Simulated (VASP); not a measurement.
# TaS2 (P-3m1) in VASP: notebook

Aim: see how the results for TaS2 move with the level of theory and the settings. Levels: LDA, PBEsol, PBE. Tasks: relaxation of cell and atoms.

Everything below comes from runs of VASP 6.6.1. Logs are shortened: lines on timing, memory, paths and dates and some standing lists are left out, and cuts for length are marked.

### Step 1. The crystal as given

The structure is trigonal, space group P-3m1 (No. 164). The conventional cell has a = 3.350 Å, b = 3.350 Å, c = 5.860 Å, α = 90.00°, β = 90.00°, γ = 120.00°. Ta (site symmetry -3m) has 6 S at 2.43 Å as nearest neighbours. S (site symmetry 3m) has 3 Ta at 2.43 Å as nearest neighbours.

### Step 2. Relaxation of cell and atoms, LDA

INCAR reads:

```
  ALGO = Normal
  EDIFF = 1E-7
  EDIFFG = -0.005
  ENCUT = 600
  GGA = CA
  IBRION = 2
  ISIF = 3
  ISMEAR = -1
  LASPH = T
  LCHARG = F
  LREAL = F
  LWAVE = F
  NELM = 80
  NSW = 40
  PREC = Accurate
  SIGMA = 0.05
```

KPOINTS reads:

```
k-points
0
Gamma
  9 9 5
```

POSCAR reads:

```
TaS2
1.0
    3.3500000000      0.0000000000      0.0000000000
   -1.6750000000      2.9011851027      0.0000000000
    0.0000000000      0.0000000000      5.8600000000
Ta S
1 2
Direct
    0.0000000000      0.0000000000      0.0000000000
    0.6666666667      0.3333333333      0.7500000000
    0.3333333333      0.6666666667      0.2500000000
```

Potentials or basis: VASP PAW LDA potentials, release 64 (Ta_pv, S).

The run is started by

```
cat potpaw_LDA.64/Ta_pv/POTCAR potpaw_LDA.64/S/POTCAR > POTCAR
mpirun -np 1 vasp_std > vasp.out
```

OUTCAR:

```text
EDIFF = 1E-7
   EDIFFG = -0.005
   ENCUT = 600
   GGA = CA
   IBRION = 2
   ISIF = 3
   ISMEAR = -1
   LASPH = T
   LREAL = F
   NELM = 80
   NSW = 40
   PREC = Accurate

 ion  position               nearest neighbor table
   1  0.000  0.000  0.000-   2 2.43   3 2.43   2 2.43   3 2.43   2 2.43   3 2.43
   2  0.667  0.333  0.750-   1 2.43   1 2.43   1 2.43
   3  0.333  0.667  0.250-   1 2.43   1 2.43   1 2.43

  LATTYP: Found a hexagonal cell.
 ALAT       =     3.3500000000
 C/A-ratio  =     1.7492537313

  Lattice vectors:

 A1 = (   3.3500000000,   0.0000000000,   0.0000000000)
 A2 = (  -1.6750000000,   2.9011851027,   0.0000000000)
 A3 = (   0.0000000000,   0.0000000000,   5.8600000000)

Analysis of symmetry for initial positions (statically):
=====================================================================
 Subroutine PRICEL returns:
 Original cell was already a primitive cell.

 Routine SETGRP: Setting up the symmetry group for a
 hexagonal supercell.

 Subroutine GETGRP returns: Found 12 space group operations
 (whereof 12 operations were pure point group operations)
 out of a pool of 24 trial point group operations.

The static configuration has the point symmetry D_3d.

Analysis of symmetry for dynamics (positions and initial velocities):
=====================================================================
 Subroutine PRICEL returns:
 Original cell was already a primitive cell.

 Routine SETGRP: Setting up the symmetry group for a
 hexagonal supercell.

 Subroutine GETGRP returns: Found 12 space group operations
 (whereof 12 operations were pure point group operations)
 out of a pool of 24 trial point group operations.

The dynamic configuration has the point symmetry D_3d.

 Subroutine INISYM returns: Found 12 space group operations
 (whereof 12 operations are pure point group operations),
 and found     1 'primitive' translations

----------------------------------------------------------------------------------------

                                     Primitive cell

  volume of cell :      56.9532

  direct lattice vectors                    reciprocal lattice vectors
     3.350000000  0.000000000  0.000000000     0.298507463  0.172343364  0.000000000
    -1.675000000  2.901185103  0.000000000     0.000000000  0.344686728  0.000000000
     0.000000000  0.000000000  5.860000000     0.000000000  0.000000000  0.170648464

  length of vectors
     3.350000000  3.350000000  5.860000000     0.344686728  0.344686728  0.170648464

  position of ions in fractional coordinates (direct lattice)
     0.000000000  0.000000000  0.000000000
     0.666666667  0.333333333  0.750000000
     0.333333333  0.666666667  0.250000000

  ion indices of the primitive-cell ions
   primitive index   ion index
                 1           1
                 2           2
                 3           3

----------------------------------------------------------------------------------------

 KPOINTS: k-points

Automatic generation of k-mesh.
 Grid dimensions read from file:
 generate k-points for:    9    9    5

 Generating k-lattice:

  Cartesian coordinates                     Fractional coordinates (reciprocal lattice)
     0.033167496  0.019149263  0.000000000     0.111111111 -0.000000000  0.000000000
     0.000000000  0.038298525  0.000000000     0.000000000  0.111111111  0.000000000
     0.000000000  0.000000000  0.034129693     0.000000000  0.000000000  0.200000000

  Length of vectors
     0.038298525  0.038298525  0.034129693

  Shift w.r.t. Gamma in fractional coordinates (k-lattice)
     0.000000000  0.000000000  0.000000000

 Subroutine IBZKPT returns following result:
 ===========================================

 Found     50 irreducible k-points:

 Following reciprocal coordinates:
            Coordinates               Weight
  0.000000  0.000000  0.000000      1.000000
  0.111111  0.000000  0.000000      6.000000
  0.222222  0.000000  0.000000      6.000000
  0.333333  0.000000  0.000000      6.000000
  0.444444  0.000000  0.000000      6.000000
  0.111111  0.111111  0.000000      6.000000
[... 16 lines left out ...]
  0.222222  0.111111  0.200000     12.000000
 -0.111111  0.333333  0.200000     12.000000
 [... further k-points ...]
   k-points           NKPTS =     50   k-points in BZ     NKDIM =     50   number of bands    NBANDS=     15
   number of dos      NEDOS =    301   number of ions     NIONS =      3
   total plane-waves  NPLWV =  37632
   dimension x,y,z NGX =    28 NGY =   28 NGZ =   48
   dimension x,y,z NGXF=    56 NGYF=   56 NGZF=   96
   ions per type =               1   2
   NGX,Y,Z   is equivalent  to a cutoff of  13.90, 13.90, 13.62 a.u.
   NGXF,Y,Z  is equivalent  to a cutoff of  27.79, 27.79, 27.23 a.u.
 SYSTEM =  unknown system
   PREC   = accura    normal or accurate (medium, high low for compatibility)
   ISTART =      0    job   : 0-new  1-cont  2-samecut
   ICHARG =      2    charge: 1-file 2-atom 10-const
   ISPIN  =      1    spin polarized calculation?
   LNONCOLLINEAR =      F non collinear calculations
   LSORBIT =      F    spin-orbit coupling
   LASPH  =      T    aspherical Exc in radial PAW
   ENCUT  =  600.0 eV  44.10 Ry    6.64 a.u.   6.69  6.69 11.70*2*pi/ulx,y,z
   NELM   =     80;   NELMIN=  2; NELMDL= -5     # of ELM steps
   EDIFF  = 0.1E-06   stopping-criterion for ELM
   LREAL  =      F    real-space projection
   EDIFFG = -.5E-02   stopping-criterion for IOM
   NSW    =     40    number of steps for IOM
   IBRION =      2    ionic relax: 0-MD 1-quasi-New 2-CG
   NFREE  =      1    steps in history (QN), initial steepest desc. (CG)
   ISIF   =      3    stress and relaxation
   ISYM   =      2    0-nonsym 1-usesym 2-fastsym
   POTIM  = 0.5000    time-step for ionic-motion
   TEBEG  =    0.0;   TEEND  =   0.0 temperature during run
   PSTRESS=    0.0 pullay stress
   NELECT =      23.0000    total number of electrons
   NUPDOWN=      -1.0000    fix difference up-down
   EMIN   =  10.00;   EMAX   =-10.00  energy-range for DOS
   EFERMI =   0.00;   METHOD = LEGACY
   ISMEAR =    -1;   SIGMA  =   0.05  broadening in eV -4-tet -1-fermi 0-gaus
   EFERMI_NEDOS =   21; number of points for ismear=-14 and -15
   IALGO  =     38    algorithm
   IMIX   =      4    mixing-type and parameters
     AMIX     =   0.40;   BMIX     =  1.00
     AMIX_MAG =   1.60;   BMIX_MAG =  1.00
  volume/ion in A,a.u.               =      18.98       128.11
  Fermi-wavevector in a.u.,A,eV,Ry     =   1.210073  2.286706 19.922686  1.464276
  Thomas-Fermi vector in A             =   2.345631
   LORBIT       =      0    0 simple, 1 ext, 2 COOP (PROOUT), +10 PAW based schemes
   GGA     = CA    functional components
   LHFCALC =     F    Hartree Fock is set to
   AEXX    =    0.0000 exact exchange contribution
   IVDW    =     0    specifies the selected vdW correction
   LEPSILON=     F    determine dielectric tensor
   LRPA    =     F    only Hartree local field effects (RPA)
 conjugate gradient relaxation of ions
 non-spin polarized calculation
  energy-cutoff  :      600.00
  volume of cell :       56.95
 maximum number of plane-waves:      1931
 NGX is ok and might be reduce to    28
   NGX = 13   NGY = 13   NGZ = 23

--------------------------------------- Ionic step        1  -------------------------------------------

 number of electron      22.9999999 magnetization

 Free energy of the ion-electron system (eV)
  ---------------------------------------------------
  ext. energy  EPLUGINS =         0.00000000
  ---------------------------------------------------
  free energy    TOTEN  =       -25.44403899 eV

  energy without entropy =      -25.42869282  energy(sigma->0) =      -25.43636591

------------------------ aborting loop because EDIFF is reached ----------------------------------------

  FORCE on cell =-STRESS in cart. coord.  units (eV):
  Direction    XX          YY          ZZ          XY          YZ          ZX
  --------------------------------------------------------------------------------------
  -------------------------------------------------------------------------------------
  Total        0.0325528      0.0325528      1.8403956      0.0000000      0.0000000      0.0000000
  in kB        0.9157575      0.9157575     51.7730694      0.0000000      0.0000000      0.0000000
  external PRESSURE =      17.8681948 kB  Pullay stress =       0.0000000 kB
[... 92 lines left out ...]
  FREE ENERGIE OF THE ION-ELECTRON SYSTEM (eV)
  ---------------------------------------------------
  free  energy   TOTEN  =       -25.4757000082 eV

  energy  without entropy=      -25.4618104174  energy(sigma->0) =      -25.46875521

[... ionic steps 4 to 14 ...]

--------------------------------------- Ionic step       15  -------------------------------------------

 number of electron      23.0000001 magnetization

------------------------ aborting loop because EDIFF is reached ----------------------------------------
[... 69 lines left out ...]
--------------------------------------- Ionic step       17  -------------------------------------------

 number of electron      23.0000001 magnetization

 Free energy of the ion-electron system (eV)
  ---------------------------------------------------
  ext. energy  EPLUGINS =         0.00000000
  ---------------------------------------------------
  free energy    TOTEN  =       -25.51272227 eV

  energy without entropy =      -25.50162806  energy(sigma->0) =      -25.50717516

 E-fermi :   6.0352     XC(G=0): -11.1749

 val. band max:        6.0283905731   @ k =   0.4444   0.1111   0.0000
 cond. band min:       6.1262962067   @ k =   0.3333   0.1111   0.2000
 fundamental gap:      0.0979056336
 Fermi energy:         6.0352048509

 k-point     1 :       0.0000    0.0000    0.0000
  band No.  band energies     occupation
      1     -28.9010      2.00000
      2     -28.8435      2.00000
      3     -28.8435      2.00000
      4      -9.0386      2.00000
      5      -6.8345      2.00000
      6      -1.2217      2.00000
      7       2.2790      2.00000
      8       2.2790      2.00000
      9       5.0972      2.00000
     10       5.6395      1.99927
     11       5.6395      1.99927
     12       5.9345      1.76473
     13       6.2662      0.01951
     14       6.2662      0.01951
[... 401 lines left out ...]
      2     -28.9092      2.00000
      3     -28.8561      2.00000
      4      -7.7836      2.00000
      5      -6.8541      2.00000
      6       0.0741      2.00000
      7       1.0959      2.00000
      8       1.6281      2.00000
      9       2.4400      2.00000
     10       3.4077      2.00000
     11       4.3188      2.00000
     12       5.7372      1.99486
     13       7.6260      0.00000
     14       8.6441      0.00000
     15       9.5950      0.00000

 [... further k-points ...]

------------------------ aborting loop because EDIFF is reached ----------------------------------------

  FORCE on cell =-STRESS in cart. coord.  units (eV):
  Direction    XX          YY          ZZ          XY          YZ          ZX
  --------------------------------------------------------------------------------------
  -------------------------------------------------------------------------------------
  Total        0.0061814      0.0061814     -0.0143864      0.0000000      0.0000000      0.0000000
  in kB        0.1836382      0.1836382     -0.4273968      0.0000000      0.0000000      0.0000000
  external PRESSURE =      -0.0200401 kB  Pullay stress =       0.0000000 kB
[... 18 lines left out ...]
  FREE ENERGIE OF THE ION-ELECTRON SYSTEM (eV)
  ---------------------------------------------------
  free  energy   TOTEN  =       -25.5127222662 eV

  energy  without entropy=      -25.5016280601  energy(sigma->0) =      -25.50717516

 reached required accuracy - stopping structural energy minimisation
```

It took 8.4 min on 1 thread of Intel Xeon Platinum 8488C (Sapphire Rapids), shared host; peak memory 0.21 GiB.

Results:

```
Free energy                            : -25.5127 eV
Relaxed volume                         : 17.98 Å³/atom
Relaxed cell                           : a = 3.294 Å, b = 3.294 Å, c = 5.739 Å, α = 90.00°, β = 90.00°, γ = 120.00°
Space group after relaxing (to 0.05 Å) : P-3m1 (No. 164)
Energy gained by relaxing              : 22.9 meV/atom
Ionic steps                            : 17
Pressure after relaxing                : 0.0 GPa
Band gap on the k mesh                 : none (metal or under the smearing width)
```

The path:
```csv
step,energy change (eV),largest force (eV/Å),pressure (GPa),volume (Å³)
1,0.0000,0.8253,1.79,56.95
2,-0.0061,0.4980,-5.84,58.70
3,-0.0317,0.1043,-2.44,57.87
4,-0.0529,0.0582,-0.49,56.30
5,-0.0529,0.0576,-0.48,56.29
6,-0.0551,0.1904,0.39,55.87
7,-0.0552,0.2357,0.70,55.73
8,-0.0563,0.2298,0.61,55.68
9,-0.0591,0.2119,0.37,55.53
10,-0.0626,0.1758,-0.08,55.23
11,-0.0597,0.0977,-0.84,54.60
12,-0.0630,0.1613,-0.28,55.05
13,-0.0654,0.0938,-0.46,54.85
14,-0.0678,0.0760,-0.88,54.35
15,-0.0681,0.0378,0.63,53.59
16,-0.0687,0.0117,-0.03,53.92
17,-0.0687,0.0009,0.00,53.93
```

Final structure:
```
CELL_PARAMETERS angstrom
3.29418 0.00000 0.00000
-1.64709 2.85284 0.00000
0.00000 0.00000 5.73861
ATOMIC_POSITIONS crystal
Ta 0.00000 0.00000 0.00000
S 0.66667 0.33333 0.73195
S 0.33333 0.66667 0.26805
```

(Part 1 of 2 ends here.)
